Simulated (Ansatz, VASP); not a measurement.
**AlN in VASP and in Ansatz**

Contents of INCAR:

```
PREC = Accurate
ENCUT = 520
EDIFF = 1E-6
ISMEAR = 0
SIGMA = 0.02
LREAL = False
LASPH = True
NELM = 60
ALGO = Normal
ISIF = 2
LWAVE = False
LCHARG = False
GGA = PE
NBANDS = 11
```

KPOINTS

```
regular mesh
0
Gamma
  10 10 10
```

File POSCAR:

```
AlN
1.0
    0.0000000000      1.9745810997      1.9745810997
    1.9745810997      0.0000000000      1.9745810997
    1.9745810997      1.9745810997      0.0000000000
Al N
1 1
Direct
    0.5000000000      0.5000000000      0.5000000000
    0.0000000000      0.0000000000      0.0000000000
```

Input for Ansatz:

```yaml
crystal:
  lattice:
    - [0.0, 1.9745810997, 1.9745810997]
    - [1.9745810997, 0.0, 1.9745810997]
    - [1.9745810997, 1.9745810997, 0.0]
  atoms:
    - { symbol: Al, position: [0.5, 0.5, 0.5] }
    - { symbol: "N", position: [0.0, 0.0, 0.0] }
basis:
  ecutwfc: 420
kpoints:
  mp_grid: { grid: [10, 10, 10] }
hamiltonian:
  xc: pbe
scf:
  occupations: { method: gaussian, width: 0.02 }
output:
  forces: true
  stress: true
  eigenvalues: true
```

Alike in both runs: task single point; functional PBE; k mesh 10 × 10 × 10; occupations gaussian, width 0.02 eV; no spin polarisation.

```csv
,VASP,Ansatz
version,VASP 6.6.1,Ansatz 0.2.0
potentials or method,"VASP PAW PBE potentials, release 64 (Al, N)","scalar-relativistic, plane waves, PAW"
plane-wave cutoff (eV),520,420
valence electrons in the cell,8,8
```

VASP gave:

```
gap on the k mesh at the Fermi level (eV) : 5.18
least direct gap on the mesh (eV)         : 6.74
pressure (GPa)                            : 27.0
```

Question: Estimate Ansatz's values.

Answer: gap on the k mesh at the Fermi level (eV): 5.16; least direct gap on the mesh (eV): 6.72; pressure (GPa): 27.4.

With one functional, cell and mesh, what is left measures potentials, basis and numerics.

Caveats: so large a pressure means that the cell lies far from this level's equilibrium, or that cutoff or potentials fall short (VASP). A k mesh can miss the band edges.
